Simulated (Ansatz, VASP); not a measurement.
# One calculation of SnO, two programs

Contents of run.py:

```python
from ase import Atoms
from ase.calculators.vasp import Vasp
from ase.dft.dos import DOS

atoms = Atoms(
    ['Sn', 'Sn', 'O', 'O'],
    cell=[[3.81369522, 0.0, 0.0], [0.0, 3.81369522, 0.0], [0.0, 0.0, 4.8869133]],
    scaled_positions=[[0.5, 0.0, 0.76462614], [0.0, 0.5, 0.23537386], [0.0, 0.0, 0.0], [0.5, 0.5, 0.0]],
    pbc=True,
)
calc = Vasp(
    directory='calc',
    xc='lda',
    pp='LDA',
    setups={'base': 'minimal', 'Sn': '_d', 'O': '_h'},
    prec='Accurate',
    encut=900,
    ediff=1e-06,
    ismear=-5,
    sigma=0.05,
    lreal=False,
    lasph=True,
    nelm=80,
    algo='Fast',
    isif=2,
    lwave=False,
    lcharg=False,
    lorbit=11,
    kpts=[7, 7, 6],
    gamma=True,
    nbands=28,
)
atoms.calc = calc

print('energy (eV):', atoms.get_potential_energy())
print('free energy (eV):', atoms.get_potential_energy(force_consistent=True))
print('forces (eV/A):')
print(atoms.get_forces())
print('stress (eV/A^3, Voigt):', atoms.get_stress())
print('Fermi level (eV):', calc.get_fermi_level())
dos = DOS(calc, width=0.2, window=(-10, 10), npts=201)
print('E - E_F (eV), DOS (1/eV)')
for e, g in zip(dos.get_energies(), dos.get_dos()):
    print(f'{e:8.3f} {g:10.4f}')
```

input.yaml

```yaml
crystal:
  lattice:
    - [3.81369522, 0.0, 0.0]
    - [0.0, 3.81369522, 0.0]
    - [0.0, 0.0, 4.8869133]
  atoms:
    - { symbol: Sn, position: [0.5, 0.0, 0.76462614] }
    - { symbol: Sn, position: [0.0, 0.5, 0.23537386] }
    - { symbol: O, position: [0.0, 0.0, 0.0] }
    - { symbol: O, position: [0.5, 0.5, 0.0] }
hamiltonian:
  xc: lda
  pseudopotentials: { kind: paw }
kpoints:
  mp_grid: { grid: [7, 7, 6] }
scf:
  occupations: { method: tetrahedron }
  n_extra_bands: 10
output:
  forces: true
  stress: true
  dos: { projected: false, de: 0.05, nscf_kmesh: { grid: [11, 11, 9] } }
  write_density: true
  write_potential: true
  elf: true
  volumetric_format: npy
```

The cell is a database's computed one.

Alike in both runs: task density of states; functional LDA; k mesh 7 × 7 × 6; occupations tetrahedron; no spin polarisation.

|  | VASP | Ansatz |
| --- | --- | --- |
| version | VASP 6.6.1 | Ansatz 0.2.0 |
| potentials or method | VASP PAW LDA potentials, release 64 (Sn_d, O_h) | Ansatz PAW |
| plane-wave cutoff (eV) | 900 | 420 |
| valence electrons in the cell | 40 | 40 |

```tsv
	VASP	Ansatz	Ansatz less VASP
gap on the k mesh at the Fermi level (eV)	0.44	0.45	+0.013
least direct gap on the mesh (eV)	1.97	2.01	+0.045
rms of the force components (eV/Å)	0.057	0.096	+0.0395
```

Atom by atom the forces differ by 0.039 eV/Å (rms over components).

Caveats: spin-orbit coupling is left out, which moves the levels of the heavy elements; an odd mesh through Γ misses points on the zone boundary, where band edges often lie (VASP); odd divisions of the mesh miss points on the zone boundary, where band edges often lie, so the gap on the mesh can be too wide (Ansatz); the PAW data sets come from PBE, with cores solved anew for the run's functional, which leaves a small shift of forces and pressure (Ansatz); the density of states is complete only up to the lowest level of the last band computed (Ansatz). As with any semilocal functional, this LDA gap is likely too small.
